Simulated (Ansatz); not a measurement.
CaSe (CsCl type), relaxed with r2SCAN: space group Pm-3m (No. 221), cubic; a = 3.635 Å in the conventional setting, 24.01 Å³ an atom. Ca is surrounded by 8 Se at 3.15 Å; Se is surrounded by 8 Ca at 3.15 Å. One-shot G0W0@PBE in the plane-wave code Ansatz on a 4×4×4 mesh (contour deformation, no spin-orbit coupling), from a PBE gap of 0.738 eV over the mesh points (the G0W0 gap is direct on the mesh); the number N of bands summed and the screening cutoff rise together. These are computed values for a spin-unpolarised cell that may be hypothetical; none is a measurement.

```csv
N,cutoff (eV),1000/N,G0W0 gap (eV)
91,80,10.989,1.742
193,140,5.181,1.943
```

Task: Lay a straight line in 1000/N through these rows.

Result: The slope is -0.0346 eV per unit of 1000/N and the intercept 2.122 eV.

Task: Predict the gap at N = 344 (210 eV).

Result: 2.122 + (-0.0346) × 2.907 = 2.021 eV; the run gives 2.025 eV, +0.004 eV from the line.

Task: With that run's result added, what limit do the last two rows suggest?

Result: Their slope is (2.025 − 1.943)/(2.907 − 5.181) = -0.0361, which meets 1/N = 0 at 2.13 eV, against 2.122 eV from the first line. The two lines nearly agree; the k mesh isn't extrapolated.

Spin-orbit coupling is left out.
